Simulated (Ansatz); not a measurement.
# YN: how the settings move a single-point run

Aim: see which settings change the result for YN, by how much, and at what cost.

Program: Ansatz 0.2.0. Level of theory: reference: DFT, PBE, plane-wave PAW, default files, scalar-relativistic. These are calculated values, not measurements.

**1. Starting point**

The structure is cubic, space group Fm-3m (No. 225). The conventional cell has a = 4.897 Å, b = 4.897 Å, c = 4.897 Å, α = 90.00°, β = 90.00°, γ = 90.00°. Y (site symmetry m-3m) has 6 N at 2.45 Å as nearest neighbours. Around N (site symmetry m-3m) lie 6 Y at 2.45 Å.

As a file:

```cif
data_structure
_symmetry_space_group_name_H-M 'Fm-3m'
_symmetry_Int_Tables_number 225
_cell_length_a 4.8967
_cell_length_b 4.8967
_cell_length_c 4.8967
_cell_angle_alpha 90.000
_cell_angle_beta 90.000
_cell_angle_gamma 90.000
_cell_volume 117.41
loop_
_atom_site_label
_atom_site_type_symbol
_atom_site_symmetry_multiplicity
_atom_site_Wyckoff_symbol
_atom_site_fract_x
_atom_site_fract_y
_atom_site_fract_z
_atom_site_occupancy
Y1 Y 4 a 0.00000 0.00000 0.00000 1
N1 N 4 b 0.50000 0.00000 0.00000 1
```

**2. Baseline**

Contents of input.yaml:

```yaml
crystal:
  lattice:
    - [0.0, 2.4483614544, 2.4483614544]
    - [2.4483614544, 0.0, 2.4483614544]
    - [2.4483614544, 2.4483614544, 0.0]
  atoms:
    - { symbol: "Y", position: [0.0, 0.0, 0.0] }
    - { symbol: "N", position: [0.5, 0.5, 0.5] }
kpoints:
  mp_grid: { grid: [10, 10, 10] }
scf:
  occupations: { method: fermi_dirac, width: 0.02 }
hamiltonian:
  xc: pbe
  pseudopotentials: { kind: paw }
output:
  forces: true
  stress: true
  populations: true
  efg:
    quadrupole_moments_barn: { "N": 0.02044 }
    contact_densities: true
```

Run with:

```console
$ ansatz run input.yaml --threads 1 --pin off --max-ram 3072MiB --backend cpu --events-out ev --progress --plain --runs-dir out
```

**3. Changing settings: hubbard.sites [{species: Y, l: d, u_eff: 6.0}], hubbard.double_counting fll**

Changes to input.yaml since step 2:

```diff
@@ -15,2 +15,3 @@
   pseudopotentials: { kind: paw }
+  hubbard: { sites: [{ species: "Y", l: d, u_eff: 6.0 }], double_counting: fll }
 output:
```

**4. Changed: occupations.method methfessel_paxton, occupations.width 0.2, dr2_threshold 1.0e-08**

Changes to input.yaml since step 2:

```diff
@@ -11,3 +11,4 @@
 scf:
-  occupations: { method: fermi_dirac, width: 0.02 }
+  occupations: { method: methfessel_paxton, width: 0.2 }
+  convergence: { dr2_threshold: 1.0e-08 }
 hamiltonian:
```

What does the calculation give? Wanted: for each run, ending; energy change; pressure; gap; force.

The runs gave:

| run | ending | energy change | pressure (GPa) | gap (eV) | force (eV/Å) | cycles | time |
| --- | --- | --- | --- | --- | --- | --- | --- |
| reference | converged | 0 | 0.9 | 0.20 | 0.00 | 6 | 2.8 s |
| 1: hubbard.sites [{species: Y, l: d, u_eff: 6.0}], hubbard.double_counting fll | converged | +2.10 eV/atom (U changed: no physical gain or loss) | 11.2 | 1.63 | 0.00 | 8 | 3.8 s |
| 2: occupations.method methfessel_paxton, occupations.width 0.2, dr2_threshold 1.0e-08 | converged | 0.0 meV/atom (σ→0) | 0.9 | 0.20 | 0.00 | 5 | 2.5 s |

Residual by cycle in the longest SCF loop of each run; runs are numbered as in the table. The quantity is the density residual dr2, in eV.

```csv
cycle,reference,run 1,run 2
1,3.4e-5,3.62,3.2e-5
2,3.7e-6,2.24,3.3e-6
3,9.4e-7,0.0756,8.7e-7
4,2.6e-8,0.00204,2.3e-8
5,3.6e-9,4.4e-4,1.5e-9
6,2.1e-11,6.8e-5,-
7,-,6.1e-6,-
8,-,8.9e-8,-
```

«occupations.method methfessel_paxton, occupations.width 0.2, dr2_threshold 1.0e-08» leaves the energy as it was. A changed U is a change of model: its shifts are not errors of convergence.
